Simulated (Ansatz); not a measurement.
Born–Oppenheimer molecular dynamics of C2H4O2 (8 atoms, charge 0, multiplicity 1). It starts from a rough guess of a transition structure, not a stationary point.

Theory: UKS CAM-B3LYP-D4/STO-3G (Ansatz).

```json
{"ensemble": "NVE (velocity Verlet)", "time step": "0.5 fs", "steps asked": "150", "starting velocities drawn for": "100 K", "seed": "865"}
```

Frames 1 fs apart, positions in Å.

Velocities at 15.0 fs (Å/ps):

```
H -65.66 -67.89 -51.19
O 0.93 0.79 5.54
C 4.70 6.67 -19.23
C 4.17 3.25 10.76
O -2.25 -4.20 1.09
H -20.50 -1.04 18.18
H 8.30 4.90 11.73
H -6.83 0.07 17.00
```

```xyz
8
Properties=species:S:1:pos:R:3 time_fs=15.0 energy_less_start_eV=-1.006 T=1392
H -0.895 -1.103 -1.771
O 0.322 0.308 -1.624
C -0.033 -0.122 -0.481
C 0.252 0.362 1.017
O -0.949 -1.210 -0.751
H 1.308 0.618 1.142
H -0.339 1.277 1.236
H 0.007 -0.427 1.782
8
Properties=species:S:1:pos:R:3 time_fs=16.0 energy_less_start_eV=-0.926 T=1291
H -0.961 -1.171 -1.819
O 0.323 0.310 -1.618
C -0.029 -0.116 -0.501
C 0.255 0.364 1.028
O -0.951 -1.214 -0.749
H 1.290 0.618 1.159
H -0.330 1.280 1.247
H 0.000 -0.423 1.794
8
Properties=species:S:1:pos:R:3 time_fs=17.0 energy_less_start_eV=-0.750 T=1066
H -1.023 -1.238 -1.848
O 0.326 0.312 -1.612
C -0.025 -0.111 -0.521
C 0.258 0.366 1.038
O -0.954 -1.218 -0.747
H 1.282 0.619 1.174
H -0.322 1.279 1.255
H -0.006 -0.414 1.796
8
Properties=species:S:1:pos:R:3 time_fs=18.0 energy_less_start_eV=-0.612 T=890
H -1.079 -1.300 -1.846
O 0.330 0.316 -1.607
C -0.024 -0.107 -0.540
C 0.259 0.367 1.046
O -0.956 -1.222 -0.745
H 1.290 0.621 1.188
H -0.315 1.276 1.261
H -0.013 -0.402 1.789
8
Properties=species:S:1:pos:R:3 time_fs=19.0 energy_less_start_eV=-0.559 T=820
H -1.125 -1.354 -1.813
O 0.335 0.322 -1.603
C -0.025 -0.106 -0.556
C 0.259 0.367 1.053
O -0.959 -1.227 -0.744
H 1.310 0.625 1.199
H -0.311 1.272 1.265
H -0.020 -0.390 1.777
8
Properties=species:S:1:pos:R:3 time_fs=20.0 energy_less_start_eV=-0.556 T=815
H -1.160 -1.396 -1.756
O 0.343 0.331 -1.603
C -0.028 -0.107 -0.569
C 0.258 0.367 1.058
O -0.963 -1.232 -0.742
H 1.332 0.627 1.207
H -0.310 1.272 1.267
H -0.030 -0.384 1.766
8
Properties=species:S:1:pos:R:3 time_fs=21.0 energy_less_start_eV=-0.543 T=799
H -1.184 -1.427 -1.690
O 0.352 0.342 -1.605
C -0.034 -0.111 -0.577
C 0.258 0.366 1.060
O -0.966 -1.237 -0.739
H 1.350 0.625 1.211
H -0.314 1.274 1.267
H -0.044 -0.389 1.758
8
Properties=species:S:1:pos:R:3 time_fs=22.0 energy_less_start_eV=-0.537 T=794
H -1.201 -1.450 -1.641
O 0.363 0.354 -1.610
C -0.043 -0.118 -0.582
C 0.259 0.366 1.059
O -0.969 -1.242 -0.732
H 1.356 0.619 1.210
H -0.320 1.277 1.265
H -0.060 -0.403 1.754
8
Properties=species:S:1:pos:R:3 time_fs=23.0 energy_less_start_eV=-0.653 T=941
H -1.217 -1.469 -1.627
O 0.376 0.369 -1.617
C -0.053 -0.126 -0.584
C 0.260 0.365 1.056
O -0.972 -1.246 -0.722
H 1.350 0.607 1.205
H -0.328 1.281 1.260
H -0.077 -0.423 1.752
8
Properties=species:S:1:pos:R:3 time_fs=24.0 energy_less_start_eV=-0.810 T=1140
H -1.230 -1.483 -1.646
O 0.389 0.384 -1.624
C -0.065 -0.136 -0.584
C 0.261 0.364 1.050
O -0.974 -1.250 -0.709
H 1.334 0.590 1.196
H -0.334 1.282 1.253
H -0.092 -0.443 1.748
8
Properties=species:S:1:pos:R:3 time_fs=25.0 energy_less_start_eV=-0.833 T=1171
H -1.237 -1.490 -1.679
O 0.403 0.399 -1.631
C -0.076 -0.145 -0.583
C 0.260 0.361 1.043
O -0.976 -1.254 -0.693
H 1.316 0.571 1.183
H -0.338 1.279 1.243
H -0.103 -0.456 1.737
8
Properties=species:S:1:pos:R:3 time_fs=26.0 energy_less_start_eV=-0.767 T=1089
H -1.233 -1.484 -1.705
O 0.415 0.414 -1.636
C -0.087 -0.154 -0.583
C 0.258 0.357 1.034
O -0.978 -1.257 -0.676
H 1.302 0.551 1.169
H -0.338 1.272 1.230
H -0.108 -0.461 1.719
```

Of the whole run (75 fs, mean temperature of the second half 1026 K): The conserved energy stayed within 0.51 meV per atom of its start (net change -0.14 meV per atom), so the integration is sound. The system heated up, since it started high on the potential surface and ran downhill. A run of 0.075 ps of so small a system gives no equilibrium averages. The orbitals stay closed-shell, which can raise the energy where a bond breaks towards radicals; this wasn't checked here. Limits of this set-up: minimal basis.

The run took 4.6 min on 1 thread of Arm Neoverse V1, with other jobs on the host, peak memory 0.1 GiB.
